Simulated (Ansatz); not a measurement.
Here is an Ansatz 0.2.0 calculation.

input.yaml

```yaml
crystal:
  lattice:
    - [0.0, 1.923645418, 1.923645418]
    - [1.923645418, 0.0, 1.923645418]
    - [1.923645418, 1.923645418, 0.0]
  atoms:
    - { symbol: Tc, position_ang: [0.0, 0.0, 0.0] }
hamiltonian:
  xc: { exchange: pbe, correlation: none }
  pseudopotentials: { kind: paw_fr }
magnetization:
  noncollinear: true
  spin_orbit: true
kpoints:
  mp_grid: { grid: [12, 12, 12] }
scf:
  occupations: { method: fermi_dirac, width: 0.025 }
output:
  forces: true
  stress: true
  eigenvalues: true
  write_density: true
  write_potential: true
  elf: true
  volumetric_format: npy
```

Potentials or basis: Ansatz PAW earlier set.

The run is started by

```bash
$ ansatz run input.yaml --threads 1 --pin off --max-ram 2560MiB --backend cpu --events-out ev --progress --plain --runs-dir out
```

(1) What does it give for the absolute moment?

(2) What does it give for the pressure?

(3) Estimate the band gap on the k mesh.

## Answers

(1) 0.00 μB per cell.

(2) 36.0 GPa.

(3) none (metal or under the smearing width).

Caveat: the PAW data sets come from PBE, with cores solved anew for the run's functional, which leaves a small shift of forces and pressure.
